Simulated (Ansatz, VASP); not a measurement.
# Si24O47 (V_O) in two plane-wave programs, part 3 of 4

Wanted: the spread between two codes on one cell, functional and k mesh. Of the first pair: The cell is taken from a series of runs on this material, whose earlier steps may have relaxed, scaled, displaced or heated it; both programs get it as it stands.

VASP 6.6.1 and Ansatz 0.2.0.

So far. Step 3 (VASP: single point, PBEsol, pair 1): The run ends at a pressure of -1.17 GPa, with forces up to 0.055 eV/Å.

## 6. VASP: single point, PBEsol, start cell, pair 2

Level of this step: PBEsol, spin-polarised from a ferromagnetic start; plane waves and PAW (Si, O) (VASP).

The same cell, functional and mesh now go to VASP, with its own data sets.

Input file INCAR:

```
SYSTEM = Si24O47
PREC = Accurate
ENCUT = 520
EDIFF = 1E-06
NELM = 200
ISMEAR = 0
SIGMA = 0.01
LREAL = Auto
ALGO = Normal
GGA = PS
NELECT = 377
NBANDS = 240
ISPIN = 2
MAGMOM = -0 0 0 0.03 0 0 0 -0 0 0 0 0.03 0 0 0 -0 0 0 0 -0 0 0 0 0 0.05 0 0 0 0 0.02 -0 0.05 0.04 -0 0 0 0 0 0 0 -0 0 0 0 0.04 0.03 0 0 0 0 0 0 -0 0 0 0 0 0 0 0 0 0 0 0 0 0 0 0 0 0 0
LORBIT = 11
LWAVE = .FALSE.
LCHARG = .FALSE.
ISIF = 2
ISYM = 0
NUPDOWN = 1
LASPH = .TRUE.
GGA_COMPAT = .FALSE.
NCORE = 2
```

Input file POSCAR:

```
Si24O47
1.0
    9.8968274618      0.0000000000      0.0000000000
   -4.9484137309      8.5709039988      0.0000000000
    0.0000000000      0.0000000000     10.8826433342
Si O
24 47
Direct
    0.2690196962      0.2676497135      0.0013783416
    0.0046386378      0.2374311975      0.3333748878
    0.2356790818      0.0037335618      0.1647577656
    0.2681770276      0.2693998206      0.4999704422
    0.0011417904      0.2395313260      0.8340804455
    0.2352478376      0.0040835832      0.6671173333
    0.2670265871      0.7628133510      0.9983459901
    0.9995829915      0.7321281397      0.3359477921
    0.2358536364      0.4965637231      0.1677901172
    0.2630047076      0.7638634152      0.5033703515
    0.0008759025      0.7393619157      0.8343561138
    0.2309734569      0.4991305469      0.6678524488
    0.7611953763      0.2615826756      0.0018377888
    0.5023186280      0.2350977213      0.3363153498
    0.7323391481      0.9967331334      0.1642983184
    0.7628475070      0.2628660874      0.5031865726
    0.4970122144      0.2305474429      0.8337128877
    0.7354935293      0.0038502356      0.6682200065
    0.7643786202      0.7668969342      0.9969676485
    0.4962849419      0.7332948778      0.3310776518
    0.7350358771      0.5000639373      0.1630118663
    0.7664734380      0.7672469556      0.4968462012
    0.4999152167      0.7346949634      0.8370209075
    0.7330139052      0.4970304183      0.6639012029
    0.1309252055      0.2032457720      0.3953083702
    0.2940377921      0.4314597387      0.0588092415
    0.0745854067      0.3690392519      0.2230156705
    0.2037655309      0.1306746640      0.1045701825
    0.3669788966      0.0745545627      0.2706144003
    0.4226986566      0.2916845178      0.4404260852
    0.1347712527      0.2101295266      0.8945436969
    0.0716593632      0.3698559686      0.7261103536
    0.2073332803      0.1311413592      0.6096864334
    0.3693131943      0.0709376747      0.7737090835
    0.4285903832      0.2921512130      0.9377317336
    0.1373136123      0.7058765331      0.3921841293
    0.2919760254      0.9301235904      0.0589930204
    0.0691610416      0.8650196060      0.2236588966
    0.2060622783      0.6348221845      0.1107267750
    0.3689912141      0.5767186286      0.2757602090
    0.4288693471      0.7940819313      0.4441016628
    0.1380105890      0.7094934211      0.8932572447
    0.2960844383      0.9318736975      0.5597904675
    0.0738944069      0.8647862584      0.7231698916
    0.2063299547      0.6335387727      0.6109728855
    0.3639555429      0.5686681359      0.7722388525
    0.4265110413      0.7958320384      0.9435207683
    0.6308906556      0.2018456863      0.3914490137
    0.7970959197      0.4279595245      0.0569714527
    0.5754613615      0.3706726852      0.2275182531
    0.7086873732      0.1331248139      0.1044782931
    0.8638848758      0.0704709795      0.2769547717
    0.9279934063      0.2936679725      0.4442854416
    0.6328794210      0.2096628314      0.8915113454
    0.7902738688      0.4234092460      0.5608012514
    0.5763925074      0.3664724282      0.7244563437
    0.7071812351      0.1377917662      0.6062865241
    0.8648350199      0.0756046270      0.7736171940
    0.9268152253      0.2919178654      0.9372722864
    0.6372561765      0.7056431855      0.3928273553
    0.7939863332      0.9305902856      0.0616578141
    0.5772704717      0.8698032321      0.2259561326
    0.7056224362      0.6303885799      0.1098997701
    0.8623408867      0.5715849811      0.2723602997
    0.9233670604      0.7932652146      0.4392315225
    0.6339873661      0.7043597736      0.8895816671
    0.7933862106      0.9261566809      0.5629147085
    0.5763100070      0.8682864726      0.7283157002
    0.7090162973      0.6335387727      0.6046325142
    0.8645867071      0.5704182430      0.7771089928
    0.9318828253      0.7959487122      0.9397533013
```

Input file KPOINTS:

```
Points of the shifted mesh
1
Reciprocal
 0.2500000000  0.2500000000  0.2500000000 1
```

Potentials, in the order of the species: Si and O (PBE family, release 64).

Started as:

```
> mpirun -np 8 vasp_std
```

Numbers of over 12 decimals in the logs are rounded to 6 here.

The program printed:

```text
[banner, memory and clock lines left out]
running    8 mpi-ranks, on    1 nodes
[...]
[... a notice as in an earlier step ...]

 LDA part: xc-table for (Slater+PW92), standard interpolation
 POSCAR, INCAR and KPOINTS ok, starting setup
[...]
entering main loop
       N       E                     dE             d eps       ncg     rms          rms(c)
DAV:   1     0.240421726740E+04    0.24042E+04   -0.19730E+05   976   0.145E+03
DAV:   2    -0.447691663896E+03   -0.28519E+04   -0.27882E+04  1152   0.337E+02
DAV:   3    -0.646084030695E+03   -0.19839E+03   -0.19741E+03  1152   0.943E+01
DAV:   4    -0.649297012270E+03   -0.32130E+01   -0.32024E+01  1160   0.127E+01
DAV:   5    -0.649368273708E+03   -0.71261E-01   -0.71166E-01  1168   0.177E+00BRMIX: very serious problems
 the old and the new charge density differ
 old charge density:   378.00000 new  377.00000
    0.689E+01
DAV:   6    -0.581443676783E+03    0.67925E+02   -0.28548E+02  1104   0.328E+01    0.333E+01
DAV:   7    -0.580705779975E+03    0.73790E+00   -0.82628E+00  1200   0.606E+00    0.123E+01
DAV:   8    -0.580407190775E+03    0.29859E+00   -0.76194E-01  1144   0.268E+00    0.480E+00
DAV:   9    -0.580399255147E+03    0.79356E-02   -0.15191E-01  1152   0.118E+00    0.170E+00
[...]
DAV:  16    -0.580417310105E+03   -0.42117E-05   -0.62453E-05  1200   0.243E-02    0.102E-02
DAV:  17    -0.580417310385E+03   -0.28009E-06   -0.12252E-05  1152   0.108E-02    0.815E-03
DAV:  18    -0.580417310087E+03    0.29824E-06   -0.23833E-06   864   0.498E-03
   1 F= -.58041731E+03 E0= -.58041731E+03  d E =-.615227E-29  mag=     1.0000
```

OUTCAR, selected parts (step 6):

```text
  Total        4.6395205     -9.0608009     -5.4144273     -0.5664475     -3.7908604     -2.8164928
  in kB        8.0524243    -15.7260678     -9.3973647     -0.9831352     -6.5794767     -4.8883490
  external PRESSURE =      -5.6903361 kB  Pullay stress =       0.0000000 kB

 POSITION                                       TOTAL-FORCE (eV/Angst)
 -----------------------------------------------------------------------------------
      1.33800      2.29400      0.01500        -0.320216     -0.264146     -0.462781
     -1.12900      2.03500      3.62800        -3.348249     -0.820842     -0.818354
      2.31400      0.03200      1.79300        -0.110462     -2.328378      0.804925
      1.32100      2.30900      5.44100        -0.812652     -2.678846      0.992485
     -1.17400      2.05300      9.07700         0.752666     -2.165449      0.069854
      2.30800      0.03500      7.26000         2.233734     -2.626138      1.485999
     -1.13200      6.53800     10.86464        -2.796949      0.988203      2.898754
      6.26983      6.27500      3.65600        -0.695932      0.486067     -1.889830
     -0.12300      4.25600      1.82600        -0.776535      2.761908     -0.497969
     -1.17700      6.54700      5.47800         0.487714      1.963619     -1.256018
     -3.65000      6.33700      9.08000         1.347879     -2.015593     -1.211160
     -0.18400      4.27800      7.26800         0.041444      0.644744      1.123041
      6.23900      2.24200      0.02000         0.499072      1.443672     -1.929678
      3.80800      2.01500      3.66000        -0.385347      0.099405     -2.753340
[...]
-----------------------------------------------------------------------------------
    total drift:                               -0.017059     -0.009040      0.036926

  FREE ENERGIE OF THE ION-ELECTRON SYSTEM (eV)
  ---------------------------------------------------
  free  energy   TOTEN  =      -580.4173100870 eV

  energy  without entropy=     -580.4173100870  energy(sigma->0) =     -580.41731009

 magnetization (x)
# of ion       s       p       d       tot
------------------------------------------
    1       -0.000  -0.000   0.000  -0.000
    2       -0.000  -0.000   0.000  -0.001
    3       -0.000  -0.000   0.000  -0.000
    4        0.036   0.064   0.000   0.101
    5       -0.000  -0.000   0.000  -0.000
    6        0.001   0.002   0.000   0.003
    7       -0.000  -0.000   0.000  -0.000
    8       -0.000  -0.000   0.000  -0.000
    9       -0.000  -0.000   0.000  -0.000
   10       -0.000  -0.000   0.000  -0.000
   11       -0.000   0.000   0.000   0.000
   12        0.020   0.042   0.000   0.062
   13       -0.000  -0.000   0.000  -0.000
[...]
--------------------------------------------------
tot          0.074   0.448   0.000   0.522

[... 2 parts as in an earlier step ...]

[... 1 further part left out ...]
[key lines of the parts left out:]
E-fermi :   1.2418
```

The run ends at a pressure of -0.57 GPa, with forces up to 5.1 eV/Å.

## 7. Side by side

Forces on 10 of the 71 atoms, those with the largest forces and the largest differences (eV/Å; atoms numbered as in POSCAR):

| atom | Ansatz x, y, z | VASP x, y, z |
| --- | --- | --- |
| Si2 | -3.333, -0.833, -0.822 | -3.348, -0.821, -0.818 |
| Si4 | -0.770, -2.733, 0.900 | -0.813, -2.679, 0.992 |
| Si6 | 2.219, -2.604, 1.497 | 2.234, -2.626, 1.486 |
| Si7 | -2.766, 0.954, 2.868 | -2.797, 0.988, 2.899 |
| Si12 | 0.028, 0.686, 1.224 | 0.041, 0.645, 1.123 |
| Si20 | 2.286, 2.847, 1.833 | 2.326, 2.865, 1.857 |
| O33 | -2.159, 3.942, -2.218 | -2.191, 3.991, -2.238 |
| O59 | -1.687, 0.507, 1.423 | -1.757, 0.521, 1.492 |
| O61 | 1.488, -1.878, -2.210 | 1.525, -1.909, -2.265 |
| O63 | -1.385, 2.720, -2.481 | -1.410, 2.763, -2.514 |

The forces differ by 29 meV/Å r.m.s., which is 2.3 % of the r.m.s. force of 1.262 eV/Å (both taken over all components). Moments aren't recorded for both runs of this pair, so they may hold unlike magnetic states. The cell carries a charge of +1 e against a uniform background, so its pressure also hangs on how the neutralising background is counted, and in a defect's cell a gap may be the spacing between its levels.

## 8. Ansatz: relaxation, PBEsol

This run makes the geometry at which the two programs are then compared.

The structure compared here is the end of the Ansatz relaxation.

Input file input.yaml:

```yaml
crystal:
  lattice:
    - [4.94841373, 0.0, 0.0]
    - [-2.47420687, 4.285452, 0.0]
    - [0.0, 0.0, 5.44132167]
  atoms:
    - { symbol: Si, position: [0.529715, 0.529715, 0.0] }
    - { symbol: Si, position: [0.0, 0.470285, 0.666667] }
    - { symbol: Si, position: [0.470285, 0.0, 0.333333] }
    - { symbol: O, position: [0.267082, 0.412487, 0.785389] }
    - { symbol: O, position: [0.587513, 0.854595, 0.118722] }
    - { symbol: O, position: [0.145405, 0.732918, 0.452055] }
    - { symbol: O, position: [0.412487, 0.267082, 0.214611] }
    - { symbol: O, position: [0.732918, 0.145405, 0.547945] }
    - { symbol: O, position: [0.854595, 0.587513, 0.881278] }
  supercell: [2, 2, 2]
  defects: [{ vacancy: 13 }]
total_charge: 1
basis:
  ecutwfc: 420
  xc_grid: 2
hamiltonian:
  xc: pbesol
  pseudopotentials: { kind: paw, azcp: { folder: soft_1 }, xc_functional: pbe }
kpoints:
  mp_grid: { grid: [1, 1, 1], shift: [0.25, 0.25, 0.25] }
magnetization:
  spin_polarized: true
  initial_magnetization: 1
  spin_locking: { lock_magnetization: hard }
scf:
  occupations: { method: fixed }
  max_iter: 80
output:
  forces: true
  charged_corrections:
    epsilon: [2.49, 2.49, 2.52]
    static_epsilon: [4.63, 4.63, 4.85]
    defect_position: [0.293757, 0.427297, 0.559361]
relax:
  f_tol: 0.015
  max_steps: 60
  random_displacement: { amplitude: 0.04, seed: 1363 }
checkpoint:
  write: "../qp1_M1.relax.run"
  compress: false
  write_wavefunctions: true
  write_every: 100000
```

Started as:

```
> ansatz run input.yaml --threads 32 --pin off --max-ram 84787MiB --backend cuda --events-out ev --progress --plain --runs-dir out --max-vram 78GiB
```

The program printed:

```text
[...]
Crystal: 71 atoms, lattice volume = 923.118 Å³
Basis set: ecut = 420 eV, 18049 PW (Γ), exchange–correlation on 144×144×150 points (8 copies of the dense FFT grid, shifted against one another)
Bands: 260, of which v1, the nominal top of the filled ones, is band 189 counted from 1 (188 counted from 0)
Symmetry: 1 space group operations
k-points: 1
[...]
atoms:
    - { symbol: Si, position: [0.263931, 0.263472, 0.00180576] }
    - { symbol: Si, position: [-0.0058931, 0.242944, 0.334250] }
    - { symbol: Si, position: [0.232065, -0.00174271, 0.167097] }
    - { symbol: O, position: [0.127732, 0.223480, 0.408040] }
    - { symbol: O, position: [0.293075, 0.426590, 0.059736] }
    - { symbol: O, position: [0.075174, 0.371064, 0.227002] }
  [... 65 more lines of this table ...]
[key lines of the parts left out:]
SCF converged after 7 iterations
Magnetization: 1.0000 μB (189.0000 up, 188.0000 down)
Free energy (F): -41358.386331 eV
Fermi energy:    2.799006 (↑ 2.799006, ↓ 2.176114) eV
```

[end of part 3 of 4]

[Lines on the potential files, build, host, timing and source positions are cut from VASP's logs without a mark.]

[Logs are printed without paths, hosts, clocks, repeated set-up lines and the standing remarks that a program may print on its own settings, such as how far it seeks lower states.]

[Hosts, paths, dates, database ids (printed as entryN), source tags and the programs' standing remarks are cut or masked in the printed files.]
